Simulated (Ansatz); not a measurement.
# SiC: the cost of one run

Method: DFT LDA, scalar-relativistic, plane waves, PAW, in Ansatz 0.2.0.

The COD entry's cell or inner coordinates are ideal or old and differ from later refinements, so a difference from it is no clean test against experiment.

6 further runs of the same task are left out: 6 set aside as unsound or not needed.

### 1 The system as given

Symmetry: F-43m, No. 216, cubic system. The conventional cell has a = 4.329 Å, b = 4.329 Å, c = 4.329 Å, α = 90.00°, β = 90.00°, γ = 90.00°. Around Si (site symmetry -43m) lie 4 C at 1.87 Å. C (site symmetry -43m) is surrounded by 4 Si at 1.87 Å.

As a file:

```cif
data_structure
_symmetry_space_group_name_H-M 'F-43m'
_symmetry_Int_Tables_number 216
_cell_length_a 4.3288
_cell_length_b 4.3288
_cell_length_c 4.3288
_cell_angle_alpha 90.000
_cell_angle_beta 90.000
_cell_angle_gamma 90.000
_cell_volume 81.12
loop_
_atom_site_label
_atom_site_type_symbol
_atom_site_symmetry_multiplicity
_atom_site_Wyckoff_symbol
_atom_site_fract_x
_atom_site_fract_y
_atom_site_fract_z
_atom_site_occupancy
Si1 Si 4 a 0.00000 0.00000 0.00000 1
C1 C 4 c 0.25000 0.25000 0.25000 1
```

This cell was relaxed beforehand with the same method: volume 10.14 Å³/atom, gap on the mesh 1.30 eV.

### 2 What is varied

The energy is mapped over a normal mode and a strain (zone-centre modes of the cell shown, which folds in the wave vector (0, 1/2, 1/2) of the primitive cell).

- amplitude of mode 4 (365 cm⁻¹), largest displacement in the unstrained cell: 11 values from −0.060 to 0.060 Å
- normal strain along y: 7 values from −7.00 to 7.00 %

Nothing else is relaxed (the pattern is fixed in fractional coordinates). Energies count from the relaxed high-symmetry cell. Points are written as (first, second).

The modes come from a phonon run on the reference cell, made beforehand.

Displacement patterns for an amplitude of 1 (Å):

| atom | x1 | y1 | z1 |
| --- | --- | --- | --- |
| Si1 | 0.000 | 0.000 | 1.000 |
| Si2 | 0.000 | 0.000 | -1.000 |
| C3 | 0.000 | 0.677 | 0.000 |
| C4 | 0.000 | -0.677 | 0.000 |

### 3 Point (−0.024 Å, −7.00 %)

input.yaml

```yaml
crystal:
  lattice:
    - [0.0, -2.1644105396, -2.0129018018]
    - [0.0, 2.1644105396, -2.0129018018]
    - [4.3288210792, 0.0, 0.0]
  atoms:
    - { symbol: Si, position: [0.5055442347, 0.5055442347, 0.5] }
    - { symbol: Si, position: [-0.0055442347, -0.0055442347, 0.0] }
    - { symbol: C, position: [0.0037533981, 0.4962466019, 0.25] }
    - { symbol: C, position: [0.4962466019, 0.0037533981, 0.75] }
basis:
  ecutwfc: 520.0
kpoints:
  mp_grid: { grid: [10, 10, 6] }
hamiltonian:
  xc: lda
  pseudopotentials: { kind: paw, azcp: { folder: soft_1 } }
scf:
  occupations: { method: gaussian, width: 0.05 }
output:
  forces: true
  stress: true
  eigenvalues: true
```

The run is started by

```sh
ansatz run input.yaml --threads 1 --pin off --max-ram 2048MiB --backend cpu --events-out ev --progress --plain --runs-dir out
```

What time and memory should one allow on 1 thread of AMD EPYC 9R45 (Zen 5), shared host?

About 2.6 s, with a peak of 0.41 GiB.
